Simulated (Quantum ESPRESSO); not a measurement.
# Pb (Fm-3m) in Quantum ESPRESSO: a series of runs

Runs on Pb. Level: LDA. Tasks: single point, equation of state.

Program: Quantum ESPRESSO 7.5. These are calculated values, not measurements. Logs are shortened: lines on timing, memory, paths and dates and some standing lists are left out, and cuts for length are marked.

### 1 The crystal as given

Symmetry: Fm-3m, No. 225, cubic system. Conventional cell: a = 4.950 Å, b = 4.950 Å, c = 4.950 Å, α = 90.00°, β = 90.00°, γ = 90.00°. Around Pb (site symmetry m-3m) lie 12 Pb at 3.50 Å.

### 2 Single point, LDA, 28.50 Å³/atom

pw.in

```
&CONTROL
  calculation = 'scf'
  prefix = 'pwscf'
  outdir = './tmp'
  pseudo_dir = './pseudo'
  tprnfor = .true.
  tstress = .true.
  disk_io = 'nowf'
/
&SYSTEM
  ibrav = 0
  nat = 1
  ntyp = 1
  ecutwfc = 56
  nbnd = 13
  occupations = 'smearing'
  smearing = 'fd'
  degauss = 0.00367493
/
&ELECTRONS
  conv_thr = 2d-10
  electron_maxstep = 120
  mixing_beta = 0.5
/
ATOMIC_SPECIES
Pb   207.2000 Pb.upf
CELL_PARAMETERS angstrom
   0.0000000000    2.4244952108    2.4244952108
   2.4244952108    0.0000000000    2.4244952108
   2.4244952108    2.4244952108    0.0000000000
ATOMIC_POSITIONS crystal
Pb     0.0000000000    0.0000000000    0.0000000000
K_POINTS automatic
9 9 9 0 0 0
```

Potentials or basis: PseudoDojo 0.4.1 SR LDA standard.

On the command line:

```
$ OMP_NUM_THREADS=1 pw.x -in pw.in > pw.out
```

pw.out:

```text
This program is part of the open-source Quantum ESPRESSO suite
     for quantum simulation of materials; please cite
[... 9 lines left out ...]
     --------------------
     sticks:   dense  smooth     PW     G-vecs:    dense   smooth      PW
     Sum         649     649    199                10969    10969    1917

     Using Slab Decomposition

     bravais-lattice index     =            0
     lattice parameter (alat)  =       6.4794  a.u.
     unit-cell volume          =     192.3493 (a.u.)^3
     number of atoms/cell      =            1
     number of atomic types    =            1
     number of electrons       =        14.00
     number of Kohn-Sham states=           13
     kinetic-energy cutoff     =      56.0000  Ry
     charge density cutoff     =     224.0000  Ry
     scf convergence threshold =      2.0E-10
     mixing beta               =       0.5000
     number of iterations used =            8  plain     mixing
     Exchange-correlation= SLA  PW   NOGX NOGC
                           (   1   4   0   0   0   0   0)

     celldm(1)=   6.479406  celldm(2)=   0.000000  celldm(3)=   0.000000
     celldm(4)=   0.000000  celldm(5)=   0.000000  celldm(6)=   0.000000

     crystal axes: (cart. coord. in units of alat)
               a(1) = (   0.000000   0.707107   0.707107 )
               a(2) = (   0.707107   0.000000   0.707107 )
               a(3) = (   0.707107   0.707107   0.000000 )

     reciprocal axes: (cart. coord. in units 2 pi/alat)
               b(1) = ( -0.707107  0.707107  0.707107 )
               b(2) = (  0.707107 -0.707107  0.707107 )
               b(3) = (  0.707107  0.707107 -0.707107 )

     PseudoPot. # 1 for Pb read from file:
     Pb.upf
     Pseudo is Norm-conserving + core correction, Zval = 14.0
     Generated using ONCVPSP code by D. R. Hamann
     Using radial grid of 1638 points,  6 beta functions with:
                l(1) =   0
                l(2) =   0
                l(3) =   1
                l(4) =   1
                l(5) =   2
                l(6) =   2

     atomic species   valence    mass     pseudopotential
     Pb               14.00   207.20000     Pb( 1.00)

     48 Sym. Ops., with inversion, found

   Cartesian axes

     site n.     atom                  positions (alat units)
         1        Pb     tau(   1) = (   0.0000000   0.0000000   0.0000000  )

     number of k points=    35  Fermi-Dirac smearing, width (Ry)=  0.0037
                       cart. coord. in units 2pi/alat
        k(    1) = (   0.0000000   0.0000000   0.0000000), wk =   0.0027435
        k(    2) = (   0.0785674   0.0785674  -0.0785674), wk =   0.0219479
        k(    3) = (   0.1571348   0.1571348  -0.1571348), wk =   0.0219479
        k(    4) = (   0.2357023   0.2357023  -0.2357023), wk =   0.0219479
        k(    5) = (   0.3142697   0.3142697  -0.3142697), wk =   0.0219479
        k(    6) = (   0.1571348   0.0000000  -0.0000000), wk =   0.0164609
[... 27 lines left out ...]
        k(   34) = (  -0.0000000  -0.4714045   0.6285394), wk =   0.0658436
        k(   35) = (  -0.0785674  -0.3928371   0.7071068), wk =   0.0658436

     Dense  grid:    10969 G-vectors     FFT dimensions: (  32,  32,  32)

     Initial potential from superposition of free atoms

     starting charge      13.9984, renormalised to      14.0000
     Starting wfcs are    9 randomized atomic wfcs +    4 random wfcs

     Self-consistent Calculation

     iteration #  1     ecut=    56.00 Ry     beta= 0.50
     Davidson diagonalization with overlap
     ethr =  1.00E-02,  avg # of iterations =  5.0

     Threshold (ethr) on eigenvalues was too large:
     Diagonalizing with lowered threshold

     Davidson diagonalization with overlap
     ethr =  1.93E-05,  avg # of iterations =  6.9

     total energy              =    -140.52441484 Ry
     estimated scf accuracy    <       0.00279001 Ry

     iteration #  2     ecut=    56.00 Ry     beta= 0.50
     Davidson diagonalization with overlap
     ethr =  1.99E-05,  avg # of iterations =  2.0

     total energy              =    -140.52478726 Ry
     estimated scf accuracy    <       0.00013869 Ry

     iteration #  3     ecut=    56.00 Ry     beta= 0.50
     Davidson diagonalization with overlap
     ethr =  9.91E-07,  avg # of iterations =  3.9

     total energy              =    -140.52480376 Ry
     estimated scf accuracy    <       0.00001564 Ry

     iteration #  4     ecut=    56.00 Ry     beta= 0.50
     Davidson diagonalization with overlap
     ethr =  1.12E-07,  avg # of iterations =  1.5

     total energy              =    -140.52480458 Ry
     estimated scf accuracy    <       0.00000011 Ry

     iteration #  5     ecut=    56.00 Ry     beta= 0.50
     Davidson diagonalization with overlap
     ethr =  7.99E-10,  avg # of iterations =  3.4

     total energy              =    -140.52480465 Ry
     estimated scf accuracy    <       0.00000001 Ry

     iteration #  6     ecut=    56.00 Ry     beta= 0.50
     Davidson diagonalization with overlap
     ethr =  8.61E-11,  avg # of iterations =  2.0

     total energy              =    -140.52480465 Ry
     estimated scf accuracy    <          4.0E-09 Ry

     iteration #  7     ecut=    56.00 Ry     beta= 0.50
     Davidson diagonalization with overlap
     ethr =  2.83E-11,  avg # of iterations =  1.0

     End of self-consistent calculation

          k = 0.0000 0.0000 0.0000 (  1363 PWs)   bands (ev):

    -5.0214  -5.0214  -5.0214  -4.8496  -4.8496  -0.2178  19.8627  19.8627
    19.8627  22.2629  24.1977  25.0308  25.0308

          k = 0.0786 0.0786-0.0786 (  1372 PWs)   bands (ev):

    -5.0230  -5.0016  -5.0016  -4.8499  -4.8499   0.0349  17.3857  19.5583
    19.5583  21.8623  25.0755  25.5826  25.5827

          k = 0.1571 0.1571-0.1571 (  1369 PWs)   bands (ev):

    -5.0323  -4.9778  -4.9778  -4.8233  -4.8233   0.7954  13.7315  18.9181
    18.9181  21.5315  24.4918  25.2090  25.2090

          k = 0.2357 0.2357-0.2357 (  1362 PWs)   bands (ev):

    -5.0508  -4.9895  -4.9895  -4.7525  -4.7525   2.0287  10.4251  18.3092
    18.3092  21.4363  23.1529  24.2305  24.2305

          k = 0.3143 0.3143-0.3143 (  1371 PWs)   bands (ev):

    -5.0664  -5.0058  -5.0058  -4.6963  -4.6963   3.4343   7.9593  17.9493
    17.9493  21.5855  22.2792  23.7350  23.7350

          k = 0.1571 0.0000-0.0000 (  1371 PWs)   bands (ev):

    -5.0452  -4.9805  -4.9805  -4.8750  -4.8323   0.1189  18.1707  18.5930
    18.5930  21.3481  24.0773  26.5482  26.6981

          k = 0.2357 0.0786-0.0786 (  1352 PWs)   bands (ev):
[... 124 lines left out ...]
          k =-0.0000-0.3143 0.4714 (  1356 PWs)   bands (ev):

    -5.0211  -4.9861  -4.8873  -4.7736  -4.7532   3.8459  10.4173  11.8414
    15.5543  21.6265  24.4170  24.8720  29.3461

          k =-0.0786-0.5500 0.7071 (  1364 PWs)   bands (ev):

    -5.1574  -5.0740  -4.7585  -4.7089  -4.6601   4.9028   9.4030  12.9834
    13.3314  19.6638  20.6969  28.8109  31.1157

          k =-0.0000-0.4714 0.6285 (  1365 PWs)   bands (ev):

    -5.1029  -5.0169  -4.8069  -4.7704  -4.6617   5.3107   9.5403  11.1445
    13.5765  20.3860  23.2379  27.7086  28.1608

          k =-0.0786-0.3928 0.7071 (  1366 PWs)   bands (ev):

    -5.0168  -4.9998  -4.9016  -4.7878  -4.6609   5.1693  10.0748  11.0608
    12.8064  22.8143  23.9363  25.0065  27.1233

     the Fermi energy is    11.8419 ev

!    total energy              =    -140.52480465 Ry
     estimated scf accuracy    <          1.1E-10 Ry
     smearing contrib. (-TS)   =      -0.00023109 Ry
     internal energy E=F+TS    =    -140.52457356 Ry

     The total energy is F=E-TS. E is the sum of the following terms:
     one-electron contribution =     -27.01405900 Ry
     hartree contribution      =      24.07988005 Ry
     xc contribution           =     -39.52130271 Ry
     ewald contribution        =     -98.06909190 Ry

     convergence has been achieved in   7 iterations

     Forces acting on atoms (cartesian axes, Ry/au):

     atom    1 type  1   force =     0.00000000    0.00000000    0.00000000

     Total force =     0.000000     Total SCF correction =     0.000000

     Computing stress (Cartesian axis) and pressure

          total   stress  (Ry/bohr**3)                   (kbar)     P=        9.51
   0.00006467   0.00000000   0.00000000            9.51        0.00        0.00
   0.00000000   0.00006467   0.00000000            0.00        9.51        0.00
   0.00000000   0.00000000   0.00006467            0.00        0.00        9.51

=------------------------------------------------------------------------------=
   JOB DONE.
=------------------------------------------------------------------------------=
```

Run time: 4.5 s. Hardware: 1 thread of Arm Neoverse V2, shared host; peak memory 0.05 GiB.

Results:

* Free energy: -1911.9374 eV
* Pressure: 1.0 GPa
* Band gap on the k mesh: none (metal or under the smearing width)

### 3 Single point, LDA, 29.11 Å³/atom

Edit pw.in of step 2 so:

```diff
@@ -27,5 +27,5 @@
 CELL_PARAMETERS angstrom
-   0.0000000000    2.4244952108    2.4244952108
-   2.4244952108    0.0000000000    2.4244952108
-   2.4244952108    2.4244952108    0.0000000000
+   0.0000000000    2.4415696833    2.4415696833
+   2.4415696833    0.0000000000    2.4415696833
+   2.4415696833    2.4415696833    0.0000000000
 ATOMIC_POSITIONS crystal
```

Potentials or basis: PseudoDojo 0.4.1 SR LDA standard.

On the command line:

```
$ OMP_NUM_THREADS=1 pw.x -in pw.in > pw.out
```

Run time: 4.6 s. Hardware: 1 thread of Arm Neoverse V2, shared host; peak memory 0.05 GiB.

Results (log left out):

- Free energy: -1911.9387 eV
- Pressure: -0.2 GPa
- Band gap on the k mesh: none (metal or under the smearing width)

### 4 Single point, LDA, 29.72 Å³/atom

Edit pw.in of step 3 so:

```diff
@@ -27,5 +27,5 @@
 CELL_PARAMETERS angstrom
-   0.0000000000    2.4415696833    2.4415696833
-   2.4415696833    0.0000000000    2.4415696833
-   2.4415696833    2.4415696833    0.0000000000
+   0.0000000000    2.4584086270    2.4584086270
+   2.4584086270    0.0000000000    2.4584086270
+   2.4584086270    2.4584086270    0.0000000000
 ATOMIC_POSITIONS crystal
```

On the command line:

```
$ OMP_NUM_THREADS=1 pw.x -in pw.in > pw.out
```

It took 4.6 s on 1 thread of Arm Neoverse V2, shared host; peak memory 0.05 GiB.

It converged, with:

```yaml
Free_energy: -1911.9358 eV
Pressure: -1.3 GPa
Band_gap_on_the_k_mesh: none (metal or under the smearing width)
```

### 5 Single point, LDA, 30.32 Å³/atom

Edit pw.in of step 4 so:

```diff
@@ -27,5 +27,5 @@
 CELL_PARAMETERS angstrom
-   0.0000000000    2.4584086270    2.4584086270
-   2.4584086270    0.0000000000    2.4584086270
-   2.4584086270    2.4584086270    0.0000000000
+   0.0000000000    2.4750200000    2.4750200000
+   2.4750200000    0.0000000000    2.4750200000
+   2.4750200000    2.4750200000    0.0000000000
 ATOMIC_POSITIONS crystal
```

On the command line:

```
$ OMP_NUM_THREADS=1 pw.x -in pw.in > pw.out
```

Run time: 4.6 s. Hardware: 1 thread of Arm Neoverse V2, shared host; peak memory 0.05 GiB.

It converged, with:

- Free energy: -1911.9292 eV
- Pressure: -2.2 GPa
- Band gap on the k mesh: none (metal or under the smearing width)

### 6 Single point, LDA, 30.93 Å³/atom

Edit pw.in of step 5 so:

```diff
@@ -27,5 +27,5 @@
 CELL_PARAMETERS angstrom
-   0.0000000000    2.4750200000    2.4750200000
-   2.4750200000    0.0000000000    2.4750200000
-   2.4750200000    2.4750200000    0.0000000000
+   0.0000000000    2.4914113386    2.4914113386
+   2.4914113386    0.0000000000    2.4914113386
+   2.4914113386    2.4914113386    0.0000000000
 ATOMIC_POSITIONS crystal
```

Potentials or basis: PseudoDojo 0.4.1 SR LDA standard.

On the command line:

```
$ OMP_NUM_THREADS=1 pw.x -in pw.in > pw.out
```

It took 4.7 s on 1 thread of Arm Neoverse V2, shared host; peak memory 0.05 GiB.

It converged, with:

```yaml
Free_energy: -1911.9194 eV
Pressure: -3.0 GPa
Band_gap_on_the_k_mesh: none (metal or under the smearing width)
```

### 7 Single point, LDA, 31.54 Å³/atom

Edit pw.in of step 6 so:

```diff
@@ -27,5 +27,5 @@
 CELL_PARAMETERS angstrom
-   0.0000000000    2.4914113386    2.4914113386
-   2.4914113386    0.0000000000    2.4914113386
-   2.4914113386    2.4914113386    0.0000000000
+   0.0000000000    2.5075897876    2.5075897876
+   2.5075897876    0.0000000000    2.5075897876
+   2.5075897876    2.5075897876    0.0000000000
 ATOMIC_POSITIONS crystal
```

On the command line:

```
$ OMP_NUM_THREADS=1 pw.x -in pw.in > pw.out
```

It took 4.7 s on 1 thread of Arm Neoverse V2, shared host; peak memory 0.05 GiB.

The run converged. Its results:

```
Free energy            : -1911.9068 eV
Pressure               : -3.7 GPa
Band gap on the k mesh : none (metal or under the smearing width)
```

### 8 Single point, LDA, 32.14 Å³/atom

Edit pw.in of step 7 so:

```diff
@@ -27,5 +27,5 @@
 CELL_PARAMETERS angstrom
-   0.0000000000    2.5075897876    2.5075897876
-   2.5075897876    0.0000000000    2.5075897876
-   2.5075897876    2.5075897876    0.0000000000
+   0.0000000000    2.5235621278    2.5235621278
+   2.5235621278    0.0000000000    2.5235621278
+   2.5235621278    2.5235621278    0.0000000000
 ATOMIC_POSITIONS crystal
```

On the command line:

```
$ OMP_NUM_THREADS=1 pw.x -in pw.in > pw.out
```

Run time: 8.1 s. Hardware: 1 thread of Arm Neoverse V2, shared host; peak memory 0.05 GiB.

Results (log left out):

| Quantity | Value |
| --- | --- |
| Free energy | -1911.8918 eV |
| Pressure | -4.3 GPa |
| Band gap on the k mesh | none (metal or under the smearing width) |

### 9 Equation of state, LDA

Potentials or basis: PseudoDojo 0.4.1 SR LDA standard.

This step only gathers the single runs of the series.

What came out:

| Quantity | Value |
| --- | --- |
| Equilibrium volume | 28.99 Å³/atom |
| Bulk modulus | 55 GPa |
| Pressure derivative of the bulk modulus | 5.4 |

Energy against volume, from the lowest point:
| volume (Å³/atom) | energy (meV/atom) |
| --- | --- |
| 28.503 | 1.33 |
| 29.110 | 0.00 |
| 29.716 | 2.89 |
| 30.323 | 9.47 |
| 30.929 | 19.26 |
| 31.535 | 31.85 |
| 32.142 | 46.93 |

### 10 How close it comes

Step 9. The cell as given is a measured one (30.32 Å³/atom); LDA puts the equilibrium volume -4.4 % from it, thermal expansion not counted.
